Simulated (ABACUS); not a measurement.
The system is MgS.

```
S Mg
1.0
     4.03462    0.00000    0.00000
    -2.01731    3.49409    0.00000
     0.00000    0.00000    6.43229
S Mg
2 2
Direct
  0.66667 0.33333 0.87924
  0.33333 0.66667 0.37924
  0.33333 0.66667 0.99575
  0.66667 0.33333 0.49575
```

The cell comes from a database or a generator and needn't be the stable form of this composition.

| Quantity | Value |
| --- | --- |
| Program | ABACUS 3.10.1 |
| Task | single point |
| Functional | PBE |
| Potentials or basis | PseudoDojo NC SR 0.4.1 PBE standard |
| Cutoff | 1143 eV |
| Density cutoff | 4572 eV |
| Basis | plane waves |
| k mesh | 8 × 8 × 4 |
| Occupations | fermi-dirac, width 0.05 eV |
| Spin | no spin polarisation |

On this cell: pressure 1.1 GPa; largest force 0.054 eV/Å; band gap on the k mesh 3.43 eV, direct.

The same run follows on a disturbed copy (atoms moved at random, drawn with an rms of 0.05 Å):

```xyz
4
Lattice="4.0346 0.0000 0.0000 -2.0173 3.4941 0.0000 0.0000 0.0000 6.4323" Properties=species:S:1:pos:R:3 pbc="T T T"
S     1.9890    1.1791    5.6112
S     0.0159    2.3234    2.3896
Mg   -0.0010    2.3363    6.4163
Mg    2.0245    1.1368    3.2216
```

Problem. What does the disturbed cell give?

Solution. The energy moves by +6.1 meV/atom; pressure 1.3 GPa; largest force 0.467 eV/Å; band gap on the k mesh 3.51 eV, direct.

Forces on the atoms (eV/Å):
```
S    0.160 -0.057  0.341
S   -0.054 -0.102  0.344
Mg  -0.140  0.037 -0.236
Mg   0.033  0.123 -0.449
```

Stress tensor (GPa, compression positive):
```
 0.30 -0.37 -0.13
-0.37  0.44  0.20
-0.13  0.20  3.05
```

